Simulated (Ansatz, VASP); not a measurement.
## HgTe: VASP beside Ansatz

The input INCAR:

```
PREC = Accurate
ENCUT = 520
EDIFF = 1E-6
ISMEAR = -1
SIGMA = 0.05
LREAL = F
LASPH = T
NELM = 60
ALGO = Normal
ISIF = 2
LWAVE = F
LCHARG = F
GGA = PS
NBANDS = 16
```

Contents of KPOINTS:

```
regular mesh
0
Gamma
  8 8 8
```

File POSCAR:

```
HgTe
1.0
   -3.0456030000      3.0456030000      1.5594100000
    3.0456030000     -3.0456030000      1.5594100000
    3.0456030000      3.0456030000     -1.5594100000
Hg Te
1 1
Direct
    0.2500000000      0.7500000000      0.5000000000
    0.0000000000      0.0000000000      0.0000000000
```

Input for Ansatz:

```yaml
crystal:
  lattice:
    - [-3.045603, 3.045603, 1.55941]
    - [3.045603, -3.045603, 1.55941]
    - [3.045603, 3.045603, -1.55941]
  atoms:
    - { symbol: Hg, position: [0.25, 0.75, 0.5] }
    - { symbol: Te, position: [0.0, 0.0, 0.0] }
basis:
  ecutwfc: 450.0
kpoints:
  mp_grid:
    grid: [8, 8, 8]
hamiltonian:
  xc: pbesol
scf:
  occupations:
    method: fermi_dirac
    width: 0.05
output:
  forces: true
  stress: true
```

Measurements of this composition are mostly on another form, of space group No. 216.

Alike in both runs: task single point; functional PBEsol; k mesh 8 × 8 × 8; occupations fermi-dirac, width 0.05 eV; no spin polarisation.

|  | VASP | Ansatz |
| --- | --- | --- |
| version | VASP 6.6.1 | Ansatz 0.2.0 |
| potentials or method | VASP PAW PBE potentials, release 64 (Hg, Te) | plane waves, PAW |
| plane-wave cutoff (eV) | 520 | 450 |
| valence electrons in the cell | 18 | 36 |

VASP gave:

| Property | Result |
| --- | --- |
| pressure (GPa) | -3.6 |
| largest component of the traceless stress (GPa) | 0.66 |

**Question.** What did Ansatz give for the same quantities?

**Answer.** Pressure (GPa): -3.7; largest component of the traceless stress (GPa): 0.63.

The two sets of potentials don't hold the same shells in valence.

Caveats: the PAW data sets were made with another functional, which shifts forces and pressure a little (VASP). The runs have no spin-orbit coupling, so splittings on Hg, Te are missing.
